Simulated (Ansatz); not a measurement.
# HfO2 (Fm-3m): phonons and vibrational spectra

The cell of HfO2 (Fm-3m) is at rest. What are its phonons? After the zone centre comes a 4×4×4 q mesh on a 8×8×8 k mesh.

Method: DFT PBEsol, scalar-relativistic, plane waves, PAW; PAW set soft_1, in Ansatz 0.2.0.

This is a report of a sequence of runs, with most program output left out.

## Step 1: Starting point

It takes space group Fm-3m (No. 225, cubic). Conventional cell: a = 5.045 Å, b = 5.045 Å, c = 5.045 Å, α = 90.00°, β = 90.00°, γ = 90.00°. Hf has 8 O at 2.18 Å nearest. Nearest to O lie 4 Hf at 2.18 Å. Farther neighbours and most contacts between anions are not listed.

## Step 2: Zone-centre response

The cell comes from relaxations at this level that are not shown. The zone centre comes first: it holds the modes that light can see, as far as symmetry allows. The response to a homogeneous field gives the Born charges and the dielectric tensor.

input.yaml

```yaml
crystal:
  lattice:
    - [0.0, 2.5222544473, 2.5222544473]
    - [2.5222544473, 0.0, 2.5222544473]
    - [2.5222544473, 2.5222544473, 0.0]
  atoms:
    - { symbol: Hf, position: [0.0, 0.0, 0.0] }
    - { symbol: O, position: [0.25, 0.25, 0.25] }
    - { symbol: O, position: [0.75, 0.75, 0.75] }
kpoints:
  mp_grid: { grid: [8, 8, 8] }
hamiltonian:
  xc: pbesol
  pseudopotentials: { kind: paw, azcp: { folder: soft_1 }, xc_functional: pbe }
scf:
  occupations: { method: fixed }
output:
  eigenvalues: true
phonons:
  method: dfpt
  dielectric: true
  rigid_motions: translations
```

The run is started by

```sh
$ ansatz run input.yaml --threads 4 --pin off --max-ram 16384MiB --backend cpu --events-out ev --progress --plain --runs-dir out
```

Run time: 6.4 s. Hardware: 4 threads of Intel Xeon 6975P-C (Granite Rapids), shared host; peak memory 0.64 GiB.

Numbers from this step:

* gap on the k-mesh: 3.688 eV
* volume per atom: 10.70 Å³
* sum-rule residual before enforcement: 8.80e-6 eV/Å²
* miss of the charge sum rule: 9.26e-6 e
* point group: m-3m
* highest optical mode at the zone centre (no LO-TO term): 580.2 cm⁻¹
* lowest optical zone-centre mode: 236.3 cm⁻¹
* mean high-frequency dielectric constant: 5.380
* largest Born charge (third of the trace): 5.563 e
* mean static dielectric constant: 36.70
* top of the zone-centre spectrum with the field: 617.2 cm⁻¹

Without the LO-TO term. Patterns of degenerate modes are one choice out of their space. Modes at Γ, with each element's share of the kinetic energy:

| mode | frequency (cm⁻¹) | symmetry | Hf % | O % |
| --- | --- | --- | --- | --- |
| 1 | 0.0 | acoustic | 85 | 15 |
| 2 | 0.0 | acoustic | 85 | 15 |
| 3 | 0.0 | acoustic | 85 | 15 |
| 4 | 236.3 | T1u | 15 | 85 |
| 5 | 236.3 | T1u | 15 | 85 |
| 6 | 236.3 | T1u | 15 | 85 |
| 7 | 580.2 | T2g | 0 | 100 |
| 8 | 580.2 | T2g | 0 | 100 |
| 9 | 580.2 | T2g | 0 | 100 |

Displacements in mode 5 (236.3 cm⁻¹), the largest set to 1:
```
Hf1  0.00  0.00 -0.18
O2   0.00  0.00  1.00
O3   0.00  0.00  1.00
```

Displacements in mode 7 (580.2 cm⁻¹), the largest set to 1:
```
Hf1  0.00  0.00  0.00
O2   0.00 -0.24  1.00
O3   0.00  0.24 -1.00
```

Optical modes at the zone centre, without and with the macroscopic field of the longitudinal modes; each column is sorted by frequency, so a row need not hold one and the same mode. Modes with and without the field, by row:

| rank among optical modes | no field (cm⁻¹) | q along (1, 0, 0) (cm⁻¹) |
| --- | --- | --- |
| 1 | 236.3 | 236.3 |
| 2 | 236.3 | 236.3 |
| 3 | 236.3 | 580.2 |
| 4 | 580.2 | 580.2 |
| 5 | 580.2 | 580.2 |
| 6 | 580.2 | 617.2 |

Born charge (rows field, columns displacement) (e), principal values of the symmetric part by kind of site:

| atom | atoms with these values | low | middle | high | mean |
| --- | --- | --- | --- | --- | --- |
| Hf1 | 1 | 5.56 | 5.56 | 5.56 | 5.56 |
| O2 | 2 | -2.78 | -2.78 | -2.78 | -2.78 |

In full for O2:

```
-2.78  0.00  0.00
 0.00 -2.78  0.00
 0.00  0.00 -2.78
```

High-frequency dielectric tensor:

```
5.38 0.00 0.00
0.00 5.38 0.00
0.00 0.00 5.38
```

Static dielectric tensor (ions relaxed, fixed cell):

```
36.70  0.00  0.00
 0.00 36.70  0.00
 0.00  0.00 36.70
```

Transverse modes. Lines of the infrared spectrum (strongest = 100):

| position (cm⁻¹) | label | relative intensity |
| --- | --- | --- |
| 236 | T1u | 100 |
| 580 | T2g | 0.0 |

Before it was imposed, the acoustic sum rule was missed by 8.8e-6 eV/Å² and the charge sum rule by 9.3e-6 e. Small misses are needed for a sound result but don't prove that mesh and cutoff are converged. The lowest optical mode is real, 236 cm⁻¹.

## Step 3: The dispersion

Stability and thermal properties need the whole zone. Linear response on a 4×4×4 q mesh gives force constants as far as a supercell of that size would, and the tensors from the zone-centre run are typed in so that the long-range dipole term is interpolated apart.

input.yaml, the sections that differ from step 2:

```yaml
phonons:
  method: dfpt
  qmesh: [4, 4, 4]
  temperatures: { t_max: 1000, t_step: 50 }
  qpath:
    path:
      - [[0.0, 0.0, 0.0], [0.5, 0.0, 0.5], [0.625, 0.25, 0.625]]
      - [[0.375, 0.375, 0.75], [0.0, 0.0, 0.0], [0.5, 0.5, 0.5], [0.5, 0.25, 0.75], [0.5, 0.0, 0.5]]
    npoints: 10
  non_analytic_term:
    high_frequency_dielectric_tensor: [[5.3795, 0.0, 0.0], [0.0, 5.3795, 0.0], [0.0, 0.0, 5.3795]]
    born_effective_charges:
      - { species: Hf, tensor: [[5.5632, 0.0, 0.0], [0.0, 5.5632, 0.0], [0.0, 0.0, 5.5632]] }
      - { species: O, tensor: [[-2.7816, 0.0, 0.0], [0.0, -2.7816, 0.0], [0.0, 0.0, -2.7816]] }
      - { species: O, tensor: [[-2.7816, 0.0, 0.0], [0.0, -2.7816, 0.0], [0.0, 0.0, -2.7816]] }
    source: "zone-centre run at this cell"
# crystal, kpoints, hamiltonian, scf, output: as in step 2
```

Wall time 60 s (4 threads); peak memory 1.3 GiB.

This step gave:

- sum-rule residual before enforcement: 1.72e-5 eV/Å²
- lowest frequency on the path: -220.6 cm⁻¹
- highest frequency on the path or at a solved wavevector: 691.1 cm⁻¹
- lowest mode on the q mesh (acoustic modes at Γ apart): -220.6 cm⁻¹

Frequencies (cm⁻¹) solved at each irreducible wavevector; negative means imaginary. Frequencies by wavevector, by row:

| q in reciprocal lattice units | star | mode 1 | mode 2 | mode 3 | mode 4 | mode 5 | mode 6 | mode 7 | mode 8 | mode 9 |
| --- | --- | --- | --- | --- | --- | --- | --- | --- | --- | --- |
| 0 0 0 | 1 | 0 | 0 | 0 | 236.3 | 236.3 | 236.3 | 580.2 | 580.2 | 580.2 |
| 0 0 0.25 | 8 | 77 | 77 | 146.6 | 320.3 | 320.3 | 537.5 | 555.5 | 555.5 | 605.7 |
| 0 0 -0.5 | 4 | 88.3 | 88.3 | 193 | 403.1 | 403.1 | 499.7 | 515.8 | 515.8 | 588.8 |
| 0 0.25 0.25 | 6 | 75.5 | 75.5 | 197.3 | 251.8 | 251.8 | 432.8 | 574.8 | 574.8 | 653.8 |
| 0 0.25 -0.5 | 24 | 92 | 124.5 | 190.8 | 265.2 | 344 | 351 | 543 | 568 | 655.1 |
| 0 0.25 -0.25 | 12 | 89.3 | 118.5 | 190.4 | 220.6 | 424.7 | 455.4 | 477.9 | 583.6 | 629.9 |
| 0 -0.5 -0.5 | 3 | -220.6 | 96.6 | 96.6 | 254.6 | 307.9 | 307.9 | 560.5 | 560.5 | 691.1 |
| 0.25 -0.5 -0.25 | 6 | -30.9 | 100.1 | 185.9 | 185.9 | 238.8 | 464.1 | 464.1 | 601.9 | 664.1 |

Interpolated from a 4×4×4 q mesh, with the LO-TO term (at Γ the limit along the path; where Γ stands inside the path, tables give the limit on arrival). Phonon branches along the path, in cm⁻¹:

| point | branch 1 | branch 2 | branch 3 | branch 4 | branch 5 | branch 6 | branch 7 | branch 8 | branch 9 |
| --- | --- | --- | --- | --- | --- | --- | --- | --- | --- |
| Γ | 0 | 0 | 0 | 236 | 236 | 580 | 580 | 580 | 617 |
| halfway | 76 | 76 | 197 | 252 | 252 | 433 | 575 | 575 | 654 |
| X | -221 | 97 | 97 | 255 | 308 | 308 | 560 | 560 | 691 |
| halfway | -192 | 95 | 115 | 241 | 315 | 326 | 554 | 564 | 686 |
| U | -88 | 92 | 151 | 214 | 329 | 371 | 535 | 572 | 672 |
| jump to K | -88 | 92 | 151 | 214 | 329 | 371 | 535 | 572 | 672 |
| halfway | 87 | 87 | 175 | 241 | 393 | 489 | 521 | 586 | 615 |
| Γ | 0 | 0 | 0 | 236 | 236 | 580 | 580 | 580 | 617 |
| halfway | 77 | 77 | 147 | 320 | 320 | 538 | 556 | 556 | 606 |
| L | 88 | 88 | 193 | 403 | 403 | 500 | 516 | 516 | 589 |
| halfway | 91 | 144 | 172 | 298 | 322 | 445 | 495 | 581 | 638 |
| W | -31 | 100 | 186 | 186 | 239 | 464 | 464 | 602 | 664 |
| halfway | -166 | 98 | 128 | 233 | 282 | 368 | 535 | 579 | 680 |
| X | -221 | 97 | 97 | 255 | 308 | 308 | 560 | 560 | 691 |

Tetrahedra on a 24×24×24 mesh, mean over bins of 10 cm-1. Interpolated from a 4×4×4 q mesh. Phonon density of states against wavenumber; read off at these points:

| wavenumber (cm⁻¹) | phonon density of states (1/cm⁻¹/cell) |
| --- | --- |
| -225 | 0 |
| -195 | 4.2e-4 |
| -165 | 5.7e-4 |
| -125 | 6.1e-4 |
| -95 | 5.5e-4 |
| -65 | 4.3e-4 |
| -35 | 4.2e-4 |
| -5 | 4.7e-4 |
| 25 | 0.00112 |
| 65 | 0.00671 |
| 95 | 0.0641 |
| 125 | 0.0142 |
| 155 | 0.00588 |
| 185 | 0.0290 |
| 215 | 0.0102 |
| 255 | 0.0161 |
| 285 | 0.0128 |
| 315 | 0.0116 |
| 345 | 0.00996 |
| 375 | 0.00992 |
| 405 | 0.0105 |
| 445 | 0.0114 |
| 475 | 0.00539 |
| 505 | 0.0127 |
| 535 | 0.0138 |
| 565 | 0.0274 |
| 575 | 0.0462 |
| 595 | 0.00938 |
| 615 | 0.0142 |
| 635 | 0.0126 |
| 665 | 0.0132 |
| 695 | 8.0e-5 |

The partial phonon density of states has structure finer than the step of the table below, so its rows give means over 25 cm⁻¹, whole bins alone (the curve runs from -226 to 721 cm⁻¹). Peaks (cm⁻¹: height): Hf 89.9: 0.0552, 185.2: 0.0205; O 256.7: 0.0132, 572.3: 0.0375, 655.7: 0.0137.

Phonopy on the run's constants, 19x19x19 mesh, Gaussian sigma 6.8 cm-1. Interpolated from a 4×4×4 q mesh. The partial phonon density of states by wavenumber; means over each step; values in 1/cm⁻¹/cell:

| wavenumber (cm⁻¹) | Hf | O |
| --- | --- | --- |
| -200 | 0 | 3.9e-4 |
| -175 | 7.2e-7 | 5.4e-4 |
| -150 | 5.0e-6 | 5.9e-4 |
| -125 | 1.7e-5 | 6.3e-4 |
| -100 | 2.4e-5 | 7.9e-4 |
| -75 | 2.8e-5 | 3.4e-4 |
| -50 | 3.3e-5 | 4.3e-4 |
| -25 | 5.4e-5 | 4.2e-4 |
| 0 | 6.2e-5 | 1.4e-4 |
| 25 | 6.9e-4 | 4.1e-4 |
| 50 | 0.00295 | 5.5e-4 |
| 75 | 0.0199 | 0.00116 |
| 100 | 0.0358 | 0.00164 |
| 125 | 0.0119 | 0.00186 |
| 150 | 0.00784 | 0.00121 |
| 175 | 0.0152 | 0.00195 |
| 200 | 0.0120 | 0.00220 |
| 225 | 0.00674 | 0.00393 |
| 250 | 0.00284 | 0.0111 |
| 275 | 7.6e-4 | 0.0123 |
| 300 | 5.3e-4 | 0.0118 |
| 325 | 4.3e-4 | 0.0105 |
| 350 | 2.9e-4 | 0.00970 |
| 375 | 2.0e-4 | 0.00962 |
| 400 | 1.5e-4 | 0.00995 |
| 425 | 1.2e-4 | 0.00930 |
| 450 | 1.1e-4 | 0.00861 |
| 475 | 5.2e-5 | 0.00653 |
| 500 | 2.7e-5 | 0.0114 |
| 525 | 1.0e-5 | 0.0138 |
| 550 | 1.9e-5 | 0.0180 |
| 575 | 4.8e-5 | 0.0319 |
| 600 | 2.3e-4 | 0.0120 |
| 625 | 5.7e-4 | 0.0121 |
| 650 | 2.2e-4 | 0.0131 |
| 675 | 5.0e-5 | 0.00822 |
| 700 | 7.8e-7 | 8.4e-4 |

Symmetry leaves 8 wavevectors to solve. The lowest mode among them, the acoustic zeros apart, lies at q = (0, -0.5, -0.5) and is imaginary, 220.6i cm⁻¹, so the energy falls along it.

## Step 4: The same by displaced supercells

Finite displacements in a 2×2×2 supercell give force constants from forces alone. They are exact at the wavevectors that the supercell holds, where they check the linear-response result.

input.yaml: that of step 3 with these lines changed.

```diff
@@ -19,4 +19,4 @@
 phonons:
-  method: dfpt
-  qmesh: [4, 4, 4]
+  method: fd
+  supercell: [2, 2, 2]
   temperatures: { t_max: 1000, t_step: 50 }
```

Elapsed: 23 s, on 4 threads; peak memory 1.6 GiB.

Numbers from this step:

```
atoms in the supercell                                  : 24
sum-rule residual before enforcement                    : 6.57e-4 eV/Å²
highest optical mode at the zone centre (no LO-TO term) : 580.3 cm⁻¹
```

Interpolated from a 2×2×2 supercell, rough between the solved points, with the LO-TO term (at Γ the limit along the path; where Γ stands inside the path, tables give the limit on arrival). Phonon branches along the path, in cm⁻¹:

| point | branch 1 | branch 2 | branch 3 | branch 4 | branch 5 | branch 6 | branch 7 | branch 8 | branch 9 |
| --- | --- | --- | --- | --- | --- | --- | --- | --- | --- |
| Γ | 0 | 0 | 0 | 236 | 236 | 580 | 580 | 580 | 617 |
| halfway | 73 | 73 | 191 | 284 | 284 | 392 | 577 | 577 | 657 |
| X | -221 | 97 | 97 | 255 | 308 | 308 | 560 | 560 | 691 |
| halfway | -189 | 97 | 112 | 243 | 317 | 321 | 557 | 564 | 683 |
| U | -50 | 99 | 144 | 215 | 342 | 353 | 544 | 575 | 661 |
| jump to K | -50 | 99 | 144 | 215 | 342 | 353 | 544 | 575 | 661 |
| halfway | 93 | 95 | 162 | 272 | 408 | 490 | 495 | 592 | 607 |
| Γ | 0 | 0 | 0 | 236 | 236 | 580 | 580 | 580 | 617 |
| halfway | 79 | 79 | 140 | 336 | 336 | 543 | 543 | 544 | 600 |
| L | 88 | 88 | 193 | 403 | 403 | 500 | 516 | 516 | 589 |
| halfway | 95 | 145 | 189 | 299 | 306 | 449 | 500 | 606 | 611 |
| W | 99 | 175 | 179 | 184 | 184 | 468 | 468 | 630 | 631 |
| halfway | -153 | 98 | 127 | 234 | 279 | 368 | 538 | 582 | 674 |
| X | -221 | 97 | 97 | 255 | 308 | 308 | 560 | 560 | 691 |

Tetrahedra on a 22×22×22 mesh, mean over bins of 10 cm-1. Interpolated from a 2×2×2 supercell, rough between the solved points. Phonon density of states against wavenumber; read off at these points:

| wavenumber (cm⁻¹) | phonon density of states (1/cm⁻¹/cell) |
| --- | --- |
| -225 | 0 |
| -205 | 3.1e-4 |
| -175 | 5.0e-4 |
| -155 | 5.6e-4 |
| -125 | 4.9e-4 |
| -105 | 4.7e-4 |
| -75 | 3.6e-4 |
| -55 | 3.4e-4 |
| -25 | 3.4e-4 |
| -5 | 3.6e-4 |
| 25 | 7.2e-4 |
| 45 | 0.00191 |
| 75 | 0.0132 |
| 95 | 0.0719 |
| 125 | 0.0136 |
| 145 | 0.0126 |
| 175 | 0.0144 |
| 185 | 0.0263 |
| 195 | 0.0217 |
| 225 | 0.00907 |
| 245 | 0.00819 |
| 275 | 0.0130 |
| 295 | 0.0145 |
| 305 | 0.0162 |
| 325 | 0.0123 |
| 345 | 0.0111 |
| 375 | 0.0109 |
| 395 | 0.0117 |
| 425 | 0.00824 |
| 445 | 0.0118 |
| 475 | 0.00437 |
| 495 | 0.0103 |
| 525 | 0.0137 |
| 545 | 0.0141 |
| 575 | 0.0329 |
| 595 | 0.0249 |
| 625 | 0.0151 |
| 645 | 0.0103 |
| 675 | 0.00537 |
| 695 | 5.0e-5 |

At Γ the two methods differ by at most 0.0 cm⁻¹.

## Step 5: Outcome

| Property | Result |
| --- | --- |
| space group (within 0.01 Å) | Fm-3m |
| volume per atom | 10.7 Å³ |
| gap on the k-mesh | 3.69 eV |
| highest optical mode at the zone centre (no LO-TO term) | 580 cm⁻¹ |
| top of the zone-centre spectrum with the field | 617 cm⁻¹ |
| lowest optical zone-centre mode | 236 cm⁻¹ |
| mean high-frequency dielectric constant | 5.38 |
| mean static dielectric constant | 36.7 |
| largest Born charge (third of the trace) | 5.56 e |
| lowest mode on the q mesh (acoustic modes at Γ apart) | -221 cm⁻¹ |
| highest frequency on the path or at a solved wavevector | 691 cm⁻¹ |
| imaginary modes on the 4×4×4 q mesh | yes |

What this shows: Modes are clearly imaginary (beyond 10i cm⁻¹) at 2 of the 8 irreducible wavevectors, most at q = (0, -0.5, -0.5) (220.6i cm⁻¹), so this structure is not a minimum of the energy. Without the field, the optical modes at Γ span 236 to 580 cm⁻¹. The highest mode in this list at Γ, 580.2 cm⁻¹, is mostly motion of O (100 % of the kinetic energy). With the macroscopic field of the longitudinal modes the top of the zone-centre spectrum lies at 617 cm⁻¹, against 580 cm⁻¹ without it. Lattice motion raises the mean dielectric constant from 5.380 to 36.70. The strongest infrared line is at 236 cm⁻¹. Finite displacements and linear response differ by 0.0 cm⁻¹ in the highest zone-centre mode. The program warns that the interpolation holds no quadrupole term, so branches close to Γ can be off in this crystal. Spin-orbit coupling is left out, which can matter for the heavy elements here. The PAW files were made for PBE and serve the other functionals too. These are harmonic frequencies at zero temperature: anharmonic shifts, linewidths and thermal expansion are left out.

[Logs are printed without paths, hosts, clocks, repeated set-up lines and the standing remarks that a program may print on its own settings, such as how far it seeks lower states.]

[Hosts, paths, dates, database ids (printed as entryN), source tags and the programs' standing remarks are cut or masked in the printed files.]
